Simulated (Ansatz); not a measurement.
# Hf in Pt(111), 2x2: scattering by a point defect, part 2 of 3

Wanted: the reflection from a plane of defects, Hf in Pt(111), 2x2, and the resistivity it implies.

Ansatz 0.2.0; Ansatz plane-wave DFT, PBE, PAW files; ballistic transport by layer matching (Landauer), zero bias; PAW set soft_1 (the session's first sound run).

So far, resistivity per at.% scaled from this dense plane, with the factor 3/4 for isotropic scattering (µΩ cm): step 3 (resistance at ideal sites) 3.64.

## 4. Relaxing the neighbours

The neighbours of the defect are let go while the lead's layers stay on their sites, since a lead must repeat to 0.01 Å.

This step: Ansatz plane-wave DFT, PBE, PAW files; relaxation with the lead's layers held; PAW set soft_1 (Ansatz 0.2.0).

The input, input.yaml:

```yaml
crystal:
  lattice:
    - [5.5462627489, 0.0, 0.0]
    - [-2.7731313745, 4.8032044366, 0.0]
    - [-1.3865656872, 0.8005340728, 24.9067751428]
  atoms:
    - { symbol: Pt, position: [0.0075757576, 0.9924242424, 0.0454545455] }
    - { symbol: Pt, position: [0.0075757576, 0.4924242424, 0.0454545455] }
    - { symbol: Pt, position: [0.5075757576, 0.9924242424, 0.0454545455] }
    - { symbol: Pt, position: [0.5075757576, 0.4924242424, 0.0454545455] }
    - { symbol: Pt, position: [0.1893939394, 0.3106060606, 0.1363636364] }
    - { symbol: Pt, position: [0.1893939394, 0.8106060606, 0.1363636364] }
    - { symbol: Pt, position: [0.6893939394, 0.3106060606, 0.1363636364] }
    - { symbol: Pt, position: [0.6893939394, 0.8106060606, 0.1363636364] }
    - { symbol: Pt, position: [0.3712121212, 0.1287878788, 0.2272727273] }
    - { symbol: Pt, position: [0.3712121212, 0.6287878788, 0.2272727273] }
    - { symbol: Pt, position: [0.8712121212, 0.1287878788, 0.2272727273] }
    - { symbol: Pt, position: [0.8712121212, 0.6287878788, 0.2272727273] }
    - { symbol: Pt, position: [0.053030303, 0.946969697, 0.3181818182] }
    - { symbol: Pt, position: [0.053030303, 0.446969697, 0.3181818182] }
    - { symbol: Pt, position: [0.553030303, 0.946969697, 0.3181818182] }
    - { symbol: Pt, position: [0.553030303, 0.446969697, 0.3181818182] }
    - { symbol: Pt, position: [0.2348484848, 0.2651515152, 0.4090909091] }
    - { symbol: Pt, position: [0.2348484848, 0.7651515152, 0.4090909091] }
    - { symbol: Pt, position: [0.7348484848, 0.2651515152, 0.4090909091] }
    - { symbol: Pt, position: [0.7348484848, 0.7651515152, 0.4090909091] }
    - { symbol: Hf, position: [0.4166666667, 0.0833333333, 0.5] }
    - { symbol: Pt, position: [0.4166666667, 0.5833333333, 0.5] }
    - { symbol: Pt, position: [0.9166666667, 0.0833333333, 0.5] }
    - { symbol: Pt, position: [0.9166666667, 0.5833333333, 0.5] }
    - { symbol: Pt, position: [0.0984848485, 0.9015151515, 0.5909090909] }
    - { symbol: Pt, position: [0.0984848485, 0.4015151515, 0.5909090909] }
    - { symbol: Pt, position: [0.5984848485, 0.9015151515, 0.5909090909] }
    - { symbol: Pt, position: [0.5984848485, 0.4015151515, 0.5909090909] }
    - { symbol: Pt, position: [0.2803030303, 0.2196969697, 0.6818181818] }
    - { symbol: Pt, position: [0.2803030303, 0.7196969697, 0.6818181818] }
    - { symbol: Pt, position: [0.7803030303, 0.2196969697, 0.6818181818] }
    - { symbol: Pt, position: [0.7803030303, 0.7196969697, 0.6818181818] }
    - { symbol: Pt, position: [0.4621212121, 0.0378787879, 0.7727272727] }
    - { symbol: Pt, position: [0.4621212121, 0.5378787879, 0.7727272727] }
    - { symbol: Pt, position: [0.9621212121, 0.0378787879, 0.7727272727] }
    - { symbol: Pt, position: [0.9621212121, 0.5378787879, 0.7727272727] }
    - { symbol: Pt, position: [0.1439393939, 0.8560606061, 0.8636363636] }
    - { symbol: Pt, position: [0.1439393939, 0.3560606061, 0.8636363636] }
    - { symbol: Pt, position: [0.6439393939, 0.8560606061, 0.8636363636] }
    - { symbol: Pt, position: [0.6439393939, 0.3560606061, 0.8636363636] }
    - { symbol: Pt, position: [0.3257575758, 0.1742424242, 0.9545454545] }
    - { symbol: Pt, position: [0.3257575758, 0.6742424242, 0.9545454545] }
    - { symbol: Pt, position: [0.8257575758, 0.1742424242, 0.9545454545] }
    - { symbol: Pt, position: [0.8257575758, 0.6742424242, 0.9545454545] }
kpoints:
  mp_grid: { grid: [5, 5, 1] }
hamiltonian:
  xc: pbe
  pseudopotentials: { kind: paw, azcp: { folder: soft_1 } }
scf:
  occupations: { method: fermi_dirac, width: 0.1 }
relax:
  f_tol: 0.03
  max_steps: 40
  constraints:
    - { sites: [0, 1, 2, 3, 4, 5, 6, 7, 8, 9, 10, 11, 32, 33, 34, 35, 36, 37, 38, 39, 40, 41, 42, 43] }
```

Launch:

```sh
> ansatz run input.yaml --threads 4 --pin off --max-ram 15360MiB --backend cpu --events-out ev --progress --plain --runs-dir out
```

Numbers of over 12 decimals in the logs are rounded to 6 here.

Output:

```text
[...]
Crystal: 44 atoms, lattice volume = 663.512 Å³
Basis set: ecut = 420 eV, 13001 PW (Γ), exchange–correlation on 80×80×360 points (8 copies of the dense FFT grid, shifted against one another)
Bands: 480, of which v1, the nominal top of the filled ones, is band 400 counted from 1 (399 counted from 0)
Symmetry: 4 space group operations
[...]
k-points: 9 of 25
[...]
SCF iter   1: F=—  HF=-554339.220476 eV  |F-HF|=—  |Δ(HF+E_count)|=         —  Δρ=1.51e-1  dr2=9.86e2  ethr=3.10e-3  ⟨swp⟩=4.7  Hψ=13162  notcnv=0  defer=166
[...]
SCF iter  12: F=-554288.525120 eV  HF=-554288.525120 eV  |F-HF|=2.93e-7  |Δ(HF+E_count)|=   5.28e-7  Δρ=4.51e-6  dr2=3.51e-7  ethr=1.07e-9  ⟨swp⟩=3.0  Hψ=10577  notcnv=0
SCF 1 converged in 12 iterations: F = -554288.525120 eV  dr2 = 3.51e-7
[...]
relax step   1: F+E_penalty+E_count = -554288.52512007 eV  Δ(F+E_penalty+E_count) = +0.000e0 eV  max|allowed force component| = 6.468e-1 eV/Å  Δτ_max = 0.0000 Å  (12 SCF iters, dr2 threshold 2.25e-5 eV, accepted)
[...]
iter 1 solved again at ethr=3.40e-5 eV; its pass at ethr=3.10e-3 eV (dr2=2.72e-1 eV) is discarded
[...]
SCF iter   6: F=-554288.528734 eV  HF=-554288.528740 eV  |F-HF|=5.62e-6  |Δ(HF+E_count)|=   3.50e-5  Δρ=2.03e-5  dr2=6.74e-6  ethr=3.27e-9  ⟨swp⟩=2.0  Hψ=12916  notcnv=0
SCF 2 converged in 6 iterations: F = -554288.528734 eV  dr2 = 6.74e-6
relax step   2: F+E_penalty+E_count = -554288.52873448 eV  Δ(F+E_penalty+E_count) = -3.614e-3 eV  max|allowed force component| = 5.797e-1 eV/Å  Δτ_max = 0.0856 Å  (6 SCF iters, dr2 threshold 2.61e-5 eV, accepted)
SCF iter   1: F=—  HF=-554288.558817 eV  |F-HF|=—  |Δ(HF+E_count)|=         —  Δρ=1.54e-3  dr2=1.12e-1  ethr=8.08e-5  ⟨swp⟩=3.6  Hψ=7493  notcnv=0  defer=391
[...]
SCF iter   6: F=-554288.557852 eV  HF=-554288.557856 eV  |F-HF|=3.96e-6  |Δ(HF+E_count)|=   6.64e-6  Δρ=9.44e-6  dr2=4.26e-6  ethr=2.63e-9  ⟨swp⟩=2.0  Hψ=12693  notcnv=0
SCF 3 converged in 6 iterations: F = -554288.557852 eV  dr2 = 4.26e-6
relax step   3: F+E_penalty+E_count = -554288.55785179 eV  Δ(F+E_penalty+E_count) = -2.912e-2 eV  max|allowed force component| = 1.202e-2 eV/Å  Δτ_max = 0.0389 Å  (6 SCF iters, dr2 threshold 2.10e-5 eV, accepted)
[...]
SCF iter   6: F=-554288.557856 eV  HF=-554288.557856 eV  |F-HF|=2.33e-10  |Δ(HF+E_count)|=    0.00e0  Δρ=8.54e-8  dr2=1.69e-10  ethr=1.34e-12  ⟨swp⟩=1.0  Hψ=9545  notcnv=0
SCF 4 converged in 6 iterations: F = -554288.557856 eV  dr2 = 1.69e-10
relax step   4: F+E_penalty+E_count = -554288.55785571 eV  Δ(F+E_penalty+E_count) = -3.918e-6 eV  max|allowed force component| = 1.203e-2 eV/Å  Δτ_max = 0.0000 Å  (6 SCF iters, accepted)
SCF converged after 6 iterations
Free energy (F): -554288.557856 eV
[...]
Internal energy: -554286.260319 eV  (E = F + TS)
E sigma→0 (E₀):  -554287.409087 eV
Entropy (-TS):   -2.297537 eV (-52.217 meV/atom)
Fermi energy:    23.544469 eV
[...]
--- Forces (eV/Å), atoms counted from 1 ---
  atom   1  Pt    -0.00430276    -0.00503998    -0.00772605
  atom   2  Pt    -0.00315104     0.00181925    -0.00832864
  atom   3  Pt     0.00206355    -0.00119139     0.01484671
  atom   4  Pt     0.00221337     0.00624629    -0.00772605
  atom   5  Pt     0.00848671    -0.00489980    -0.02455146
  atom   6  Pt     0.00195555     0.01338111    -0.02329862
  atom   7  Pt    -0.01061060    -0.00838411    -0.02329862
  atom   8  Pt     0.00151140    -0.00087261     0.06785509
  atom   9  Pt     0.00706067    -0.00407648     0.00918203
  atom  10  Pt     0.10312717     0.07138611    -0.16498688
  atom  11  Pt    -0.01025860    -0.12500380    -0.16498688
  atom  12  Pt    -0.10372160     0.05988369    -0.16070235
  atom  13  Pt     0.00116833     0.00020162    -0.00143083
  atom  14  Pt    -0.00024874     0.00014361     0.00923020
  atom  15  Pt    -0.00036067     0.00020823    -0.00184618
  atom  16  Pt     0.00040956    -0.00111261    -0.00143083
  atom  17  Pt     0.00464907    -0.00268414     0.01122051
  atom  18  Pt    -0.00001230     0.00506150     0.01203154
  atom  19  Pt    -0.00438954    -0.00252010     0.01203154
  atom  20  Pt    -0.00017517     0.00010114     0.00148399
  atom  21  Hf     0.00000000     0.00000000     0.00000000
  atom  22  Pt     0.00000000     0.00000000     0.00000000
  atom  23  Pt     0.00000000     0.00000000     0.00000000
  atom  24  Pt    -0.00000000     0.00000000     0.00000000
  atom  25  Pt     0.00438954     0.00252010    -0.01203154
  atom  26  Pt     0.00017517    -0.00010114    -0.00148399
  atom  27  Pt    -0.00464907     0.00268414    -0.01122051
  atom  28  Pt     0.00001230    -0.00506150    -0.01203154
  atom  29  Pt     0.00036067    -0.00020823     0.00184618
  atom  30  Pt    -0.00040956     0.00111261     0.00143083
  atom  31  Pt    -0.00116833    -0.00020162     0.00143083
  atom  32  Pt     0.00024874    -0.00014361    -0.00923020
  atom  33  Pt    -0.00706067     0.00407648    -0.00918203
  atom  34  Pt    -0.10312717    -0.07138611     0.16498688
  atom  35  Pt     0.01025860     0.12500380     0.16498688
  atom  36  Pt     0.10372160    -0.05988369     0.16070235
  atom  37  Pt     0.01061060     0.00838411     0.02329862
  atom  38  Pt    -0.00151140     0.00087261    -0.06785509
  atom  39  Pt    -0.00848671     0.00489980     0.02455146
  atom  40  Pt    -0.00195555    -0.01338111     0.02329862
  atom  41  Pt    -0.00206355     0.00119139    -0.01484671
  atom  42  Pt    -0.00221337    -0.00624629     0.00772605
  atom  43  Pt     0.00430276     0.00503998     0.00772605
  atom  44  Pt     0.00315104    -0.00181925     0.00832864
  max |Σ_I F_I| component: 9.37e-17 eV/Å
--- Relaxed structure (4 steps of the walk, 4 accepted, 0 SCFs on fresh bases) ---
  F+E_penalty+E_count = -554288.55785571 eV   max|allowed force component| = 1.203e-2 eV/Å
  atoms:
    - { symbol: Pt, position: [0.00757576, 0.992424, 0.0454545455] }
    - { symbol: Pt, position: [0.00757576, 0.492424, 0.045455] }
    - { symbol: Pt, position: [0.507576, 0.992424, 0.045455] }
    - { symbol: Pt, position: [0.507576, 0.492424, 0.0454545455] }
    - { symbol: Pt, position: [0.189394, 0.310606, 0.136364] }
    - { symbol: Pt, position: [0.189394, 0.810606, 0.1363636364] }
    - { symbol: Pt, position: [0.689394, 0.310606, 0.1363636364] }
    - { symbol: Pt, position: [0.689394, 0.810606, 0.1363636364] }
    - { symbol: Pt, position: [0.371212, 0.128788, 0.2272727273] }
    - { symbol: Pt, position: [0.371212, 0.628788, 0.227273] }
    - { symbol: Pt, position: [0.871212, 0.128788, 0.227273] }
    - { symbol: Pt, position: [0.871212, 0.628788, 0.2272727273] }
    - { symbol: Pt, position: [0.053299, 0.946883, 0.318268] }
    - { symbol: Pt, position: [0.052890, 0.447110, 0.316306] }
    - { symbol: Pt, position: [0.552994, 0.947006, 0.318274] }
    - { symbol: Pt, position: [0.553117, 0.446701, 0.318268] }
    - { symbol: Pt, position: [0.235107, 0.264893, 0.409251] }
    - { symbol: Pt, position: [0.235043, 0.765235, 0.409247] }
    - { symbol: Pt, position: [0.734765, 0.264957, 0.409247] }
    - { symbol: Pt, position: [0.734844, 0.765156, 0.408768] }
    - { symbol: Hf, position: [0.416667, 0.083333, 0.5] }
    - { symbol: Pt, position: [0.416667, 0.583333, 0.5] }
    - { symbol: Pt, position: [0.916667, 0.083333, 0.5] }
    - { symbol: Pt, position: [0.916667, 0.583333, 0.500000] }
    - { symbol: Pt, position: [0.098569, 0.901710, 0.590753] }
    - { symbol: Pt, position: [0.098490, 0.401510, 0.591232] }
    - { symbol: Pt, position: [0.598226, 0.901774, 0.590749] }
    - { symbol: Pt, position: [0.598290, 0.401431, 0.590753] }
    - { symbol: Pt, position: [0.280340, 0.219660, 0.681726] }
    - { symbol: Pt, position: [0.280216, 0.719966, 0.681732] }
    - { symbol: Pt, position: [0.780034, 0.219784, 0.681732] }
    - { symbol: Pt, position: [0.780444, 0.719556, 0.683694] }
    - { symbol: Pt, position: [0.462121, 0.037879, 0.7727272727] }
    - { symbol: Pt, position: [0.462121, 0.537879, 0.7727272727] }
    - { symbol: Pt, position: [0.962121, 0.037879, 0.7727272727] }
    - { symbol: Pt, position: [0.962121, 0.537879, 0.772727] }
    - { symbol: Pt, position: [0.143939, 0.856061, 0.8636363636] }
    - { symbol: Pt, position: [0.143939, 0.356061, 0.8636363636] }
    - { symbol: Pt, position: [0.643939, 0.856061, 0.863636] }
    - { symbol: Pt, position: [0.643939, 0.356061, 0.8636363636] }
    - { symbol: Pt, position: [0.325758, 0.174242, 0.954545] }
    - { symbol: Pt, position: [0.325758, 0.674242, 0.954545] }
    - { symbol: Pt, position: [0.825758, 0.174242, 0.954545] }
    - { symbol: Pt, position: [0.825758, 0.674242, 0.9545454545] }
```

It took 4.2 min on 4 threads of Arm Neoverse V1, shared host; peak memory 6 GiB.

Step by step:

| step | energy less that of the first step (eV) | largest force component (eV/Å) |
| --- | --- | --- |
| 1 | 0.0000 | 0.6468 |
| 2 | -0.0036 | 0.5797 |
| 3 | -0.0327 | 0.0120 |
| 4 | -0.0327 | 0.0120 |

The run keeps the 4 symmetry operations that it works with, so distortions that break them were not tested.

The atoms that moved most (Å):

| atom | dx | dy | dz | length |
| --- | --- | --- | --- | --- |
| Pt32 | -0.001 | 0.001 | 0.047 | 0.047 |
| Pt14 | 0.001 | -0.001 | -0.047 | 0.047 |
| Pt20 | 0.000 | 0.000 | -0.008 | 0.008 |
| Pt26 | 0.000 | 0.000 | 0.008 | 0.008 |

This step gave:

| Property | Result |
| --- | --- |
| free energy | -554288.5579 eV |
| energy at zero smearing | -554287.4091 eV |

The largest force component on a free atom ends at 0.012 eV/Å, under the tolerance of 0.03, after 4 steps.

[end of part 2 of 3]

[Logs are printed without paths, hosts, clocks, repeated set-up lines and the standing remarks that a program may print on its own settings, such as how far it seeks lower states.]

[Hosts, paths, dates, database ids (printed as entryN), source tags and the programs' standing remarks are cut or masked in the printed files.]
